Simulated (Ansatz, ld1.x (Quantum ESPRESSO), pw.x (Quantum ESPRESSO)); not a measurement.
tungsten: one change to the PAW potential, in the atom and in the sc crystal

- Element: tungsten (W)
- Generator: ld1.x (Quantum ESPRESSO) 7.5
- Type: PAW
- Functional: PBE
- Relativity: scalar-relativistic
- Frozen core: [Kr] 4d10 4f14 5s2
- Valence charge: 12
- Reference configuration: 5p6 5d4 6s2 6p0
- Partial waves: 6s (bound): rcut 2.15, rcutus 2.45 bohr; 6s channel at 3 Ry: rcut 2.15, rcutus 2.45 bohr; 5p (bound): rcut 1.75, rcutus 2.35 bohr; 6p (bound, empty): rcut 1.75, rcutus 2.35 bohr; 5d (bound): rcut 2.55, rcutus 2.85 bohr; 5d channel at 0.5 Ry: rcut 2.55, rcutus 2.85 bohr
- Local potential: all-electron potential smoothed inside 2.35 bohr (lloc = -1)
- Core correction: none
- Augmentation charge: BESSEL, radius 1.60 bohr

Change: all radii scaled by about 1.35 (s 3.30, p 3.16, d 3.84 bohr, rcut 2.90/2.36/3.44); local potential all-electron potential smoothed inside 3.16 bohr (lloc = -1); augmentation BESSEL, radius 2.16 bohr.

Cutoffs, loose and tight: the cutoffs (Ry, on a coarse ladder) from which the occupation-weighted sum of valence levels, in a spherical-Bessel basis at the reference potential, stays within 10 and 1 mRy of its value at 400 Ry. They do not see the model core or the augmentation charge, which bear on the density cutoff. Test errors are all-electron minus pseudo excitation energies from the reference, over the configurations 5p6 5d4 6s1 6p0; 5p6 5d4 6s0 6p0; 5p6 5d3 6s0 6p0; 5p6 5d4.5 6s1.5 6p0; 5p6 5d4 6s0 6p1; 5p6 5d5 6s1 6p0; 5p6 5d5 6s0 6p0; variants that change the core or the reference have their own tests.

Crystal test: sc W in pw.x 7.5, no spin, 12³ k-points, Fermi–Dirac smearing 0.01 Ry, cutoffs set for each file from its atomic test. The reference is all-electron LAPW (Ansatz 0.2.0) with the same functional, mesh and smearing; V0 and B0 come from Birch–Murnaghan fits to the pressures at five volumes. Errors are pseudo minus all-electron; Δ is the rms difference of the E(V) curves that follow from these fits, minima aligned, over ±6 % about the mean V0. Mesh and smearing are coarse, so the numbers serve the comparison and aren't converged zero-temperature values; the lattice is a test structure that the element need not adopt.

All-electron: a0 = 2.638 Å (V0 = 18.36 Å³/atom), B0 = 216.4 GPa.

**Question.** Does the change bring the crystal closer to the all-electron result?

**Answer.** The mean pressure error goes from -3.79 to +31.80 GPa, so the change moves the solid further from the all-electron pressures.

```csv
quantity,base,changed
outcome (atom),generated,generated
"cutoff, loose (atom)",15 Ry,8 Ry
"cutoff, tight (atom)",25 Ry,12 Ry
bound ghosts (atom),none,none
largest test error (meV) (atom),-2.9 over the solved tests; 1 of 7 tests not solved or not reliable,-4.3 over the solved tests; test run stopped at test 3 of 7 (negative rho)
cutoffs in pw.x (Ry),40/320,40/320
a0 (Å),2.622,–
a0 error (%),-0.62,–
B0 error (%),+1.6,–
Δ (meV/atom),16.1,–
mean pressure error (GPa),-3.79,+31.80
```

A dash: not determined, or the minimum lies outside the volumes sampled.

Base: The largest radius (2.85 bohr) exceeds half the bond length (2.50 bohr), so the spheres overlap, which is one possible source of error among others. This is a poor potential for the solid. Atomic configuration tests: 1 of 7 tests not solved or not reliable. Changed file: The largest radius (3.84 bohr) exceeds half the bond length (2.50 bohr), so the spheres overlap, which is one possible source of error among others. This is a poor potential for the solid. Atomic configuration tests: test run stopped at test 3 of 7 (negative rho). The atomic cutoffs weigh occupied waves only.
